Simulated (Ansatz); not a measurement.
Runs of Ansatz 0.2.0 on TiAl. It takes space group Pm-3m (No. 221, cubic). The conventional cell has a = 3.179 Å, b = 3.179 Å, c = 3.179 Å, α = 90.00°, β = 90.00°, γ = 90.00°. Ti (site symmetry m-3m) is surrounded by 8 Al at 2.75 Å. Around Al (site symmetry m-3m) lie 8 Ti at 2.75 Å. The cell comes from a database or a generator and needn't be the stable form of this composition.

```csv
task,level,cell,cutoff (eV),points for each segment of the path,gap on the mesh (eV),pressure (GPa),relaxed volume (Å³/atom)
single point,HF,as given,420,-,none,3.1,-
band structure,HSE06,as given,420,4,none,-1.1,-
band structure,HSE03,as given,420,4,none,(b),-
single point,B3LYP,as given,420,-,none,(c),-
single point,r2SCAN0,as given,500,-,none,-1.5,-
relaxation of cell and atoms,HSE03,relaxed,420,-,none,0.0,16.03
single point,r2SCAN50,as given,500,-,none,(a),-
relaxation of cell and atoms,HSEsol,relaxed,420,-,none,0.0,15.61
```

Alike in all rows: potentials or basis Ansatz PAW; no spin polarisation; k mesh 4 × 4 × 4; smearing fermi-dirac 0.05 eV; the mesh is coarse, so values aren't converged.

Q: Estimate the missing entries.

A: (a) -3.1; (b) -0.3; (c) 1.7.

Caveats: all runs use coarse meshes; the PAW data sets come from PBE, with cores solved anew for the run's functional, which leaves a small shift of forces and pressure; the thresholds are loose for stress (some runs); the plane-wave basis is chosen anew once the cell has moved, so the energies of steps on either side of that aren't comparable (some runs).

A gap of «none» marks a metal or a gap under the smearing width.
